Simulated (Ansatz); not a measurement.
Working through a dielectric-dependent hybrid calculation of Be2C, space group Fm-3m

Computed with Ansatz's Python interface.

Contents of `be2c.cif`:
```cif
data_Be2C
_cell_length_a 3.061772
_cell_length_b 3.061772
_cell_length_c 3.061772
_cell_angle_alpha 60.00000
_cell_angle_beta 60.00000
_cell_angle_gamma 60.00000
_symmetry_space_group_name_H-M 'P 1'
_symmetry_Int_Tables_number 1
loop_
_symmetry_equiv_pos_as_xyz
'x, y, z'
loop_
_atom_site_label
_atom_site_type_symbol
_atom_site_fract_x
_atom_site_fract_y
_atom_site_fract_z
Be1 Be    0.250000    0.250000    0.250000
Be2 Be    0.750000    0.750000    0.750000
C3 C    0.000000    0.000000    0.000000
```

The cells in order, each with its output:

```python
import ansatz as az
from ase.io import read
import numpy as np

MIXING_BETA = 0.1
OCCUPATIONS = 'fixed'
```

```python
def count_gap(report):
    # lowest empty less highest filled band, counting bands; zero where they overlap
    return max(report.get('gap_by_band_count_ev') or 0.0, 0.0)
```

```python
atoms = read('be2c.cif')
system = az.Crystal.from_ase(atoms)
```

```python
system.resolved().tree()['lattice']
```

    ((3.061772, 0.0, 0.0), (1.5308860000000004, 2.651572332595888, 0.0),
     (1.5308860000000004, 0.8838574441986295, 2.4999263695802454))

```python
calc = system.calculation()
calc = calc.accuracy('low').kpoints(3)
calc = calc.mixing('anderson', beta=MIXING_BETA)
calc = calc.occupations(OCCUPATIONS).band_table()
semilocal = calc.functional('pbesol').run(threads=1, pin='off').report
hybrid = calc.functional(exchange='pbesol', correlation='pbesol', exact_fraction='inverse_dielectric').run(threads=1, pin='off').report
alpha = hybrid['hybrid']['exact_exchange_fraction']
print(f'fraction of exact exchange {alpha:.4f}, so eps_inf = {1 / alpha:.2f}')
print(f'gap by band count: {count_gap(semilocal):.3f} eV semilocal, {count_gap(hybrid):.3f} eV hybrid')
```

    DeckWarning: basis.ecutwfc = 420 eV, auto-derived from the records' recommended cutoffs: set by Be (normal level)
    fraction of exact exchange 0.1425, so eps_inf = 7.02
    gap by band count: 2.271 eV semilocal, 3.256 eV hybrid

The fraction is 0.1425, one over a mean dielectric constant (a third of the trace) of 7.02. It opens the gap from 2.271 to 3.256 eV, by 0.98 eV.

Caveats:
- These settings explore the input space; cutoff and mesh may be short of convergence.
- Along an axis with an odd division the mesh misses the point at one half; a gap read on a finite mesh is an upper bound on this functional's gap.
- The k-point mesh is coarse, and energy and stress weren't tested for convergence.
- The structure is a deposited one; some such entries were measured under pressure or heat, so a shift against it needn't be the functional's error alone.
- Gaps and levels are Kohn-Sham values on a finite set of k-points.
- Warnings are shown shortened and without file and line.
- The gaps are those of a coarse mesh; the run finds the dielectric constant of the semilocal functional on meshes of its own.
- Timing: 6.5 s on 1 thread of Arm Neoverse V2 (shared host), peak memory 0.47 GiB.
